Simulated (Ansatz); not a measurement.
The system is ZnS.

```
Zn S
1.0
     0.00000    2.70200    2.70200
     2.70200    0.00000    2.70200
     2.70200    2.70200    0.00000
Zn S
1 1
Direct
  0.75000 0.75000 0.75000
  0.00000 0.00000 0.00000
```

Base run:

```yaml
Program: Ansatz 0.2.0
Functional: r2SCAN0
Potentials_or_basis: Ansatz PAW
Cutoff: "500 eV (not typed: the program's choice for these potentials)"
k_mesh: 5 × 5 × 5
Occupations: fermi-dirac, width 0.05 eV
Spin: no spin polarisation
```

Its results: band gap on the k mesh 4.36 eV, direct; pressure -0.4 GPa.

**Question.** After a change of settings the same cell gave: band gap on the k mesh 3.34 eV, direct; pressure 1.0 GPa. Which change was it?
A. functional from r2SCAN0 to HSEsol; cutoff from 500 eV (not typed: the program's choice for these potentials) to 420 eV (not typed: the program's choice for these potentials)
B. functional from r2SCAN0 to PBE0; cutoff from 500 eV (not typed: the program's choice for these potentials) to 420 eV (not typed: the program's choice for these potentials)
C. functional from r2SCAN0 to r2SCANh
D. functional from r2SCAN0 to HSE06; cutoff from 500 eV (not typed: the program's choice for these potentials) to 420 eV (not typed: the program's choice for these potentials)

**Answer.** D.

Caveats: the PAW data sets come from PBE, with cores solved anew for the run's functional, which leaves a small shift of forces and pressure; the thresholds are loose for stress.
